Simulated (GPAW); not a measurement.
# BaTiO3 (Pm-3m) in GPAW: notebook

The runs below take BaTiO3 through band structure, with PBEsol+U.

Everything below comes from runs of GPAW 26.7.0. Logs are shortened: lines on timing, memory, paths and dates and some standing lists are left out, and cuts for length are marked. The log counts tension as positive stress, the text compression.

**1. The crystal as given**

It takes space group Pm-3m (No. 221, cubic). Conventional cell: a = 4.006 Å, b = 4.006 Å, c = 4.006 Å, α = 90.00°, β = 90.00°, γ = 90.00°. Ba (site symmetry m-3m) is surrounded by 12 O at 2.83 Å. Ti (site symmetry m-3m) has 6 O at 2.00 Å as nearest neighbours. Around O (site symmetry 4/mmm) lie 2 Ti at 2.00 Å.

**2. Band structure, PBEsol+U**

Contents of run.py:

```python
from ase import Atoms
from ase.dft.bandgap import bandgap
from ase.io import write
from ase.units import GPa
from gpaw import GPAW, PW, setup_paths

setup_paths.insert(0, '.')

atoms = Atoms(['Ba', 'Ti', 'O', 'O', 'O'],
              cell=[[4.006, 0.0, 0.0],
                    [0.0, 4.006, 0.0],
                    [0.0, 0.0, 4.006]],
              scaled_positions=[[0.5, 0.5, 0.5],
                                [0.0, 0.0, 0.0],
                                [0.0, 0.0, 0.5],
                                [0.0, 0.5, 0.0],
                                [0.5, 0.0, 0.0]],
              pbc=True)

calc = GPAW(mode=PW(800),
            xc='PBEsol',
            kpts={'size': (7, 7, 7), 'gamma': True},
            occupations={'name': 'fermi-dirac', 'width': 0.05},
            setups={'Ti': ':d,4.0'},
            nbands=36,
            convergence={'density': 1e-05, 'energy': 1e-05},
            maxiter=150,
            txt='gpaw.txt')
atoms.calc = calc
energy = atoms.get_potential_energy()
forces = atoms.get_forces()
stress = atoms.get_stress()
calc.write('gs.gpw')
write('result.traj', atoms)
print(f'Energy: {energy:.6f} eV')
print('Forces (eV/A):')
print(forces.round(4))
print('Stress (GPa):', (stress / GPa).round(3))
print('Fermi level:', round(calc.get_fermi_level(), 4), 'eV')
print(f'Gap: {bandgap(calc)[0]:.4f} eV, direct: {bandgap(calc, direct=True)[0]:.4f} eV')

path = atoms.cell.bandpath('GXMGRX,MR', npoints=80, eps=1e-4)
bs_calc = calc.fixed_density(kpts=path, symmetry='off', nbands=53,
                             convergence={'bands': 'CBM+6.0', 'eigenstates': 1e-6}, txt='bands.txt')
bs = bs_calc.band_structure()
bs.write('bs.json')
print(f'Gap on the path: {bandgap(bs_calc)[0]:.4f} eV')
```

Potentials or basis: PAW data sets generated in the run's folder for this functional, pw.

Launch:

```
> gpaw-setup -f PBEsol Ba O Ti
> OMP_NUM_THREADS=1 python run.py
```

gpaw.txt:

```text
__  _  _
 | _ |_)|_||  |
 |__||  | ||/\| - 26.7.0

Input parameters:
  mode=PW(ecut=800.0),
  convergence={'density': 1e-05, 'energy': 1e-05},
  kpts=MonkhorstPack(size=(7, 7, 7), gamma=True),
  maxiter=150,
  nbands=36,
  occupations=Occupations(name='fermi-dirac', width=0.05),
  setups={'Ti': ':d,4.0'},
  xc=XC(name='PBEsol')

Diagonalizing LCAO Hamiltonian
Converting LCAO to pw mode
   .---------.
  /|         |
 * |         |
 | |   Ba    |
 O |         |
 | .---------.
 |/         /
 Ti---O----*

Atoms  # Å, Bohr magnetons
|   | symbol |        x |        y |        z |    initial magnetic moments |
|---|--------|----------|----------|----------|-----------------------------|
| 0 |     Ba | 2.003000 | 2.003000 | 2.003000 | ( 0.0000,  0.0000,  0.0000) |
| 1 |     Ti | 0.000000 | 0.000000 | 0.000000 | ( 0.0000,  0.0000,  0.0000) |
| 2 |      O | 0.000000 | 0.000000 | 2.003000 | ( 0.0000,  0.0000,  0.0000) |
| 3 |      O | 0.000000 | 2.003000 | 0.000000 | ( 0.0000,  0.0000,  0.0000) |
| 4 |      O | 2.003000 | 0.000000 | 0.000000 | ( 0.0000,  0.0000,  0.0000) |

Unit cell  # Å
| periodic |        x |        y |        z |  lengths |    angles |
|----------|----------|----------|----------|----------|-----------|
|      yes | 4.006000 | 0.000000 | 0.000000 | 4.006000 | 90.000000 |
|      yes | 0.000000 | 4.006000 | 0.000000 | 4.006000 | 90.000000 |
|      yes | 0.000000 | 0.000000 | 4.006000 | 4.006000 | 90.000000 |

Number of symmetries: 48
Symmetry operations  # r_c * U_cc + t_c -> r_c
|    | kind |            matrix            |
|----|------|------------------------------|
|  0 |  E   |  1, 0, 0,  0, 1, 0,  0, 0, 1 |
|  1 |  σ   |  1, 0, 0,  0, 1, 0,  0, 0,-1 |
|  2 |  σ   |  1, 0, 0,  0, 0, 1,  0, 1, 0 |
|  3 |  C4  |  1, 0, 0,  0, 0, 1,  0,-1, 0 |
|  4 |  C4  |  1, 0, 0,  0, 0,-1,  0, 1, 0 |
|  5 |  σ   |  1, 0, 0,  0, 0,-1,  0,-1, 0 |
|  6 |  σ   |  1, 0, 0,  0,-1, 0,  0, 0, 1 |
|  7 |  C2  |  1, 0, 0,  0,-1, 0,  0, 0,-1 |
|  8 |  σ   |  0, 1, 0,  1, 0, 0,  0, 0, 1 |
|  9 |  C2  |  0, 1, 0,  1, 0, 0,  0, 0,-1 |
| 10 |  C3  |  0, 1, 0,  0, 0, 1,  1, 0, 0 |
| 11 |  S6  |  0, 1, 0,  0, 0, 1, -1, 0, 0 |
| 12 |  S6  |  0, 1, 0,  0, 0,-1,  1, 0, 0 |
| 13 |  C3  |  0, 1, 0,  0, 0,-1, -1, 0, 0 |
| 14 |  C4  |  0, 1, 0, -1, 0, 0,  0, 0, 1 |
| 15 |  S4  |  0, 1, 0, -1, 0, 0,  0, 0,-1 |
| 16 |  C3  |  0, 0, 1,  1, 0, 0,  0, 1, 0 |
| 17 |  S6  |  0, 0, 1,  1, 0, 0,  0,-1, 0 |
| 18 |  σ   |  0, 0, 1,  0, 1, 0,  1, 0, 0 |
| 19 |  C4  |  0, 0, 1,  0, 1, 0, -1, 0, 0 |
| 20 |  C2  |  0, 0, 1,  0,-1, 0,  1, 0, 0 |
| 21 |  S4  |  0, 0, 1,  0,-1, 0, -1, 0, 0 |
| 22 |  S6  |  0, 0, 1, -1, 0, 0,  0, 1, 0 |
| 23 |  C3  |  0, 0, 1, -1, 0, 0,  0,-1, 0 |
| 24 |  S6  |  0, 0,-1,  1, 0, 0,  0, 1, 0 |
| 25 |  C3  |  0, 0,-1,  1, 0, 0,  0,-1, 0 |
| 26 |  C4  |  0, 0,-1,  0, 1, 0,  1, 0, 0 |
| 27 |  σ   |  0, 0,-1,  0, 1, 0, -1, 0, 0 |
| 28 |  S4  |  0, 0,-1,  0,-1, 0,  1, 0, 0 |
| 29 |  C2  |  0, 0,-1,  0,-1, 0, -1, 0, 0 |
| 30 |  C3  |  0, 0,-1, -1, 0, 0,  0, 1, 0 |
| 31 |  S6  |  0, 0,-1, -1, 0, 0,  0,-1, 0 |
| 32 |  C4  |  0,-1, 0,  1, 0, 0,  0, 0, 1 |
| 33 |  S4  |  0,-1, 0,  1, 0, 0,  0, 0,-1 |
| 34 |  S6  |  0,-1, 0,  0, 0, 1,  1, 0, 0 |
| 35 |  C3  |  0,-1, 0,  0, 0, 1, -1, 0, 0 |
| 36 |  C3  |  0,-1, 0,  0, 0,-1,  1, 0, 0 |
| 37 |  S6  |  0,-1, 0,  0, 0,-1, -1, 0, 0 |
| 38 |  σ   |  0,-1, 0, -1, 0, 0,  0, 0, 1 |
| 39 |  C2  |  0,-1, 0, -1, 0, 0,  0, 0,-1 |
| 40 |  σ   | -1, 0, 0,  0, 1, 0,  0, 0, 1 |
[... 116 lines left out ...]
      rc: 0.21  # [Å]
      lmax: 2
    cutoffs:
      filter: 1.17  # [Å]
      core: 0.83  # [Å]
    projectors
    | kind |    occ | energy [eV] | rcut [Å] |
    |------|--------|-------------|----------|
    |   2s |  2.000 |     -23.808 |    0.688 |
    |   2p |  4.000 |      -8.972 |    0.598 |
    |    s |        |       3.404 |    0.688 |
    |    p |        |      18.239 |    0.598 |
    |    d |        |       0.000 |    0.619 |

    Using partial waves for O as LCAO basis

Reference energy: -250490.376484  # eV

eigensolver:
  PPCG
  Converge bands: occupied
  niter=2

density mixing:
  MSR1-Mixer
  Pratt-step length: 0.05
  Maximum mixing coefficient: 0.75
  Old densities: 10
  SVD Regularization: 0.005
  Good broyden scale: 1.0
  Trust region scale: 1.0
  Backstep threshold: 4.0
  History deletion threshold: 6.0
  Fourier metric: weight=20.0, sigma=0.015

occupation numbers:
  Fermi-Dirac:
    width: 0.0500  # eV

poisson solver:
  ecut: 6400.0  # eV

xc functional:
  name: PBEsol with 2 nearest neighbor stencil

convergence criteria:
- Maximum integral of absolute [dens]ity change: 1e-05 electrons / valence electron
- Maximum [total energy] change in last 3 cyles: 1e-05 eV / valence electron
- Maximum integral of absolute [eigenst]ate change: 4e-08 eV^2 / valence electron
maximum number of iterations: 150

SCF iterations
|iter     | |      energy | eigst |  dens |
|---------|-|-------------|-------|-------|
|iter:   1| |  -44.896860 | +0.28 |       |
|iter:   2| |  -43.105054 | -1.39 | -0.87 |
|iter:   3| |  -38.909967 | -0.82 | -0.93 |
|iter:   4| |  -38.796197 | -2.34 | -1.50 |
|iter:   5| |  -38.792690 | -3.01 | -1.70 |
|iter:   6| |  -38.793518 | -3.81 | -2.10 |
|iter:   7| |  -38.793796 | -4.33 | -2.79 |
|iter:   8| |  -38.793813c| -6.25 | -3.41 |
|iter:   9| |  -38.793818c| -7.07 | -3.89 |
|iter:  10| |  -38.793818c| -8.39c| -4.69 |
|iter:  11| |  -38.793818c| -8.81c| -5.33c|

Converged in 11 steps
Energy contributions relative to reference atoms: (reference = -250490.376484)

Energy contributions:
  Kinetic:          35.792581
  Coulomb:         -40.117129
  Zero:              0.936565
  External:          0.000000
  Xc:              -35.405836
  Entropy:          -0.000000
  Spinorbit:         0.000000
  ----------------------------
  Free energy:     -38.793818
  Extrapolated:    -38.793818

dipole moment: (-35.512869, -35.512869, -35.512869)  # |e|*Ang

Fermi level: 8.625
Eigenvalues  # (at kpt = [0.000, 0.000, 0.000])
| band index |      eig [eV] | occ [0-2] |
|------------|---------------|-----------|
|          0 |       -50.020 |     2.000 |
|        ... |               |           |
|         12 |         5.186 |     2.000 |
|         13 |         5.186 |     2.000 |
|         14 |         6.519 |     2.000 |
|         15 |         6.519 |     2.000 |
|         16 |         6.519 |     2.000 |
|         17 |         7.464 |     2.000 |
[... 8 lines left out ...]
|         26 |        12.574 |     0.000 |
|         27 |        14.764 |     0.000 |
|        ... |               |           |
|         35 |        27.074 |     0.000 |

Gap: 2.345 eV
Transition (v -> c):
  (s=0, k=19, n=19, [0.43, 0.43, 0.43]) -> (s=0, k=0, n=20, [0.00, 0.00, 0.00])
Direct/indirect transitions are different
Direct gap: 2.465 eV
Transition at: (s=0, k=0, n=19, [0.00, 0.00, 0.00])

Forces  # eV/Ang
|        x |        y |        z |
|----------|----------|----------|
| -0.00000 | -0.00000 | -0.00000 |  # Ba   0
|  0.00000 |  0.00000 |  0.00000 |  # Ti   1
|  0.00000 |  0.00000 |  0.00000 |  # O    2
| -0.00000 | -0.00000 |  0.00000 |  # O    3
| -0.00000 | -0.00000 | -0.00000 |  # O    4

Stress tensor  # eV/Ang^3
|        x |        y |        z |
|----------|----------|----------|
| 0.008598 | 0.000000 | 0.000000 |
| 0.000000 | 0.008598 | 0.000000 |
| 0.000000 | 0.000000 | 0.008598 |

# Writing to gs.gpw (mode='')
```

bands.txt:

```text
Diagonalizing LCAO Hamiltonian
Converting LCAO to pw mode
convergence criteria:
- Maximum integral of absolute [eigenst]ate change: 1e-06 eV^2 / valence electron
maximum number of iterations: 150

SCF iterations
|iter     | |      energy | eigst |  dens |
[... 87 lines left out ...]
         [0.5       , 0.5       , 0.13636364],
         [0.5       , 0.5       , 0.18181818],
         [0.5       , 0.5       , 0.22727273],
         [0.5       , 0.5       , 0.27272727],
         [0.5       , 0.5       , 0.31818182],
         [0.5       , 0.5       , 0.36363636],
         [0.5       , 0.5       , 0.40909091],
         [0.5       , 0.5       , 0.45454545],
         [0.5       , 0.5       , 0.5       ]])),
  maxiter=150,
  nbands=53,
  occupations=Occupations(name='fermi-dirac', width=0.05),
  setups={'Ti': ':d,4.0'},
  symmetry=Symmetry(point_group=False, time_reversal=False),
  xc=XC(name='PBEsol')
```

Run time: 98 s. Hardware: 1 thread of Intel Xeon 6975P-C (Granite Rapids), shared host; peak memory 0.57 GiB.

What came out:

| Item | Value |
| --- | --- |
| Free energy | -38.7938 eV |
| Pressure | -1.4 GPa |
| Band gap on the k mesh | 2.35 eV, indirect (least direct gap 2.46 eV) |
| Band gap along the path | 2.28 eV, indirect (least direct gap 2.46 eV) |

Levels at the corners of the path, in eV from the valence-band top:
```
point  band 17  band 18  band 19  band 20  band 21  band 22  band 23  band 24
    Γ    -1.13    -0.18    -0.18    -0.18     2.28     2.28     2.28     4.10
    X    -1.77    -1.77    -0.79    -0.79     2.48     4.08     4.08     4.10
    M    -1.92    -0.89    -0.89    -0.08     4.11     4.11     4.55     4.88
    Γ    -1.13    -0.18    -0.18    -0.18     2.28     2.28     2.28     4.10
    R    -2.33     0.00     0.00     0.00     4.81     4.81     4.81     6.58
    X    -1.77    -1.77    -0.79    -0.79     2.48     4.08     4.08     4.10
    M    -1.92    -0.89    -0.89    -0.08     4.11     4.11     4.55     4.88
    R    -2.33     0.00     0.00     0.00     4.81     4.81     4.81     6.58
```

Caveat: spin-orbit coupling is left out, which moves the levels of the heavy elements.

[end of part 1 of 2]
